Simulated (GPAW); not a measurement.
Write an ASE script for GPAW 26.7.0 that does the following.

| Quantity | Value |
| --- | --- |
| Task | band structure |
| Functional | LDA |
| Potentials or basis | the program's PAW data sets (release 1.2.1) made for this functional |
| Cutoff | 600 eV |
| Basis | pw |
| k mesh | 8 × 8 × 5 |
| Occupations | fermi-dirac, width 0.05 eV |
| Spin | spin-orbit coupling, no magnetisation |
| Maxiter | 150 |
| Band path | GMKGALHA,LM,KH |
| Band points | 80 |
| spin axis theta (degrees) | 0 |
| spin axis phi (degrees) | 0 |
| Soc after scf | second variation |

The structure of Os lies in Os.cif:

```cif
data_Os
_cell_length_a 2.73410000
_cell_length_b 2.73410000
_cell_length_c 4.31970000
_cell_angle_alpha 90.00000000
_cell_angle_beta 90.00000000
_cell_angle_gamma 120.00000000
_space_group_name_H-M_alt 'P6_3/mmc'
_space_group_name_Hall '-P 6c 2c'
_space_group_IT_number 194
loop_
_space_group_symop_operation_xyz
'x,y,z'
'-x,-y,-z'
'x-y,x,z+1/2'
'-x+y,-x,-z+1/2'
'-y,x-y,z'
'y,-x+y,-z'
'-x,-y,z+1/2'
'x,y,-z+1/2'
'-x+y,-x,z'
'x-y,x,-z'
'y,-x+y,z+1/2'
'-y,x-y,-z+1/2'
'-y,-x,-z+1/2'
'y,x,z+1/2'
'-x,-x+y,-z'
'x,x-y,z'
'-x+y,y,-z+1/2'
'x-y,-y,z+1/2'
'y,x,-z'
'-y,-x,z'
'x,x-y,-z+1/2'
'-x,-x+y,z+1/2'
'x-y,-y,-z'
'-x+y,y,z'
loop_
_atom_site_label
_atom_site_type_symbol
_atom_site_symmetry_multiplicity
_atom_site_Wyckoff_symbol
_atom_site_fract_x
_atom_site_fract_y
_atom_site_fract_z
_atom_site_occupancy
Os1 Os 2 c 0.6666666667 0.3333333333 0.7500000000 1
```

These files were run (other wordings do the same):

run.py

```python
import numpy as np
from ase.dft.bandgap import bandgap
from ase.io import read, write
from ase.units import GPa
from gpaw import GPAW, PW
from gpaw.spinorbit import soc_eigenstates

atoms = read('Os.cif')

calc = GPAW(mode=PW(600),
            xc='LDA',
            kpts={'size': (8, 8, 5), 'gamma': True},
            occupations={'name': 'fermi-dirac', 'width': 0.05},
            nbands=27,
            convergence={'density': 1e-05, 'energy': 1e-05},
            maxiter=150,
            txt='gpaw.txt')
atoms.calc = calc
energy = atoms.get_potential_energy()
forces = atoms.get_forces()
stress = atoms.get_stress()
calc.write('gs.gpw')
write('result.traj', atoms)
print(f'Energy: {energy:.6f} eV')
print('Forces (eV/A):')
print(forces.round(4))
print('Stress (GPa):', (stress / GPa).round(3))
print('Fermi level:', round(calc.get_fermi_level(), 4), 'eV')
print(f'Gap: {bandgap(calc)[0]:.4f} eV, direct: {bandgap(calc, direct=True)[0]:.4f} eV')

path = atoms.cell.bandpath('GMKGALHA,LM,KH', npoints=80, eps=1e-4)
bs_calc = calc.fixed_density(kpts=path, symmetry='off', nbands=38,
                             convergence={'bands': 'CBM+6.0', 'eigenstates': 1e-6}, txt='bands.txt')
bs = bs_calc.band_structure()
bs.write('bs.json')
print(f'Gap on the path: {bandgap(bs_calc)[0]:.4f} eV')

soc = soc_eigenstates(bs_calc, theta=0, phi=0)
np.savetxt('soc_bands.dat', soc.eigenvalues(), fmt='%.4f')
mesh = soc_eigenstates('gs.gpw', theta=0, phi=0)
np.savetxt('soc_mesh.dat', mesh.eigenvalues(), fmt='%.4f')
print('Fermi level with spin-orbit coupling:', round(mesh.fermi_level, 4), 'eV')
```

Potentials or basis: the program's PAW data sets (release 1.2.1) made for this functional, pw.

Command:

```console
$ OMP_NUM_THREADS=1 python run.py
```

Results of the run:

The pressure is -13.2 GPa and the band gap along the path is none (metal or under the smearing width).

Caveat: spin-orbit coupling was added after a scalar SCF, so levels and gaps hold it while energy, forces, pressure and moments don't; this program's spin-orbit splittings come out too wide for heavy elements.

Wall time 40 s on 1 thread of Arm Neoverse V1, with other jobs on the host, peak memory 0.27 GiB.
